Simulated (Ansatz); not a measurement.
# TiAl₂: course of a relaxation

The calculation used DFT r2SCAN, scalar-relativistic, plane waves, PAW in Ansatz 0.2.0. Run with 500 eV cutoff, 6×6×6 k-mesh, Gaussian smearing of 0.10 eV, no spin polarisation.

What was changed: 0 of 4 Ti sites taken by Sc, cell and atoms relaxed.

Command:

```bash
ansatz run input.yaml --threads 2 --pin off --max-ram 5120MiB --backend cpu --events-out ev --progress --plain --runs-dir out
```

Input:

```yaml
crystal:
  lattice:
    - [3.9133510137, 0.0, -3.9928634793]
    - [3.9133510137, 0.0, 3.9928634793]
    - [-1.9566755069, -6.0339436921, 0.0]
  atoms:
    - { symbol: Ti, position: [0.328208779, 0.328208779, 0.312835116] }
    - { symbol: Ti, position: [0.828208779, 0.828208779, 0.312835116] }
    - { symbol: Ti, position: [0.671791221, 0.671791221, 0.687164884] }
    - { symbol: Ti, position: [0.171791221, 0.171791221, 0.687164884] }
    - { symbol: Al, position: [0.0, 0.0, 0.0] }
    - { symbol: Al, position: [0.5, 0.5, 0.0] }
    - { symbol: Al, position: [0.1637110932, 0.6637110932, 0.6548443727] }
    - { symbol: Al, position: [0.6637110932, 0.1637110932, 0.6548443727] }
    - { symbol: Al, position: [0.8362889068, 0.3362889068, 0.3451556273] }
    - { symbol: Al, position: [0.3362889068, 0.8362889068, 0.3451556273] }
    - { symbol: Al, position: [0.0, 0.5, 0.0] }
    - { symbol: Al, position: [0.5, 0.0, 0.0] }
basis:
  ecutwfc: 500
kpoints:
  mp_grid: { grid: [6, 6, 6] }
hamiltonian:
  xc: r2scan
scf:
  occupations: { method: gaussian, width: 0.1 }
output:
  forces: true
  stress: true
  eigenvalues: true
  write_density: true
  write_potential: true
  elf: true
  volumetric_format: npy
relax:
  adjacent_minimum: "off"
  f_tol: 0.015
  max_steps: 60
  cell: { stress_tol: 0.15 }
```

F is the free energy. Steps run on the plane waves of an earlier cell, but the last one, and at times one on the way, on a freshly chosen basis, so a repeated geometry can differ a little in energy.

Steps:

```json
{"step": "1", "F − F(1) (eV)": "0.0000", "largest force component (eV/Å)": "0.022", "V (Å³/atom)": "15.714", "P (GPa)": "0.01"}
{"step": "2", "F − F(1) (eV)": "-0.0001", "largest force component (eV/Å)": "0.017", "V (Å³/atom)": "15.710", "P (GPa)": "0.03"}
{"step": "3", "F − F(1) (eV)": "-0.0002", "largest force component (eV/Å)": "0.001", "V (Å³/atom)": "15.714", "P (GPa)": "0.00"}
{"step": "4", "F − F(1) (eV)": "-0.0002", "largest force component (eV/Å)": "0.001", "V (Å³/atom)": "15.714", "P (GPa)": "0.00"}
```

Relaxed structure:

```xyz
12
Lattice="3.9101 0.0014 -3.9936 3.9101 0.0014 3.9936 -1.9572 -6.0386 0.0000" Properties=species:S:1:pos:R:3 pbc="T T T"
Ti    1.9548   -1.8900    0.0000
Ti    5.8649   -1.8886    0.0000
Ti    3.9083   -4.1458    0.0000
Ti   -0.0019   -4.1472    0.0000
Al    0.0000    0.0000    0.0000
Al    3.9101    0.0014    0.0000
Al    1.9537   -3.9540    1.9968
Al    1.9537   -3.9540   -1.9968
Al    3.9093   -2.0818   -1.9968
Al    3.9093   -2.0818    1.9968
Al    1.9551    0.0007    1.9968
Al    1.9551    0.0007   -1.9968
```

It takes space group Cmmm (No. 65, orthorhombic). Conventional cell: a = 3.910 Å, b = 12.076 Å, c = 3.994 Å, α = 90.00°, β = 90.00°, γ = 90.00°. Ti (site symmetry m2m) has 10 Al at 2.72 to 2.87 Å and 2 Ti at 2.98 to 2.99 Å as nearest neighbours. Around Al (site symmetry mmm) lie 4 Ti at 2.72 Å and 8 Al at 2.79 to 2.89 Å. Around Al (site symmetry m2m) lie 6 Al at 2.71 to 2.89 Å and 6 Ti at 2.80 to 2.87 Å. Al (site symmetry mmm) is surrounded by 4 Ti at 2.75 Å and 8 Al at 2.79 to 2.86 Å.

The run converged. The run took 2.6 min on 2 threads of Oxide Virtual Turin-like Processor (Zen 5) (shared host), peak memory 1.3 GiB.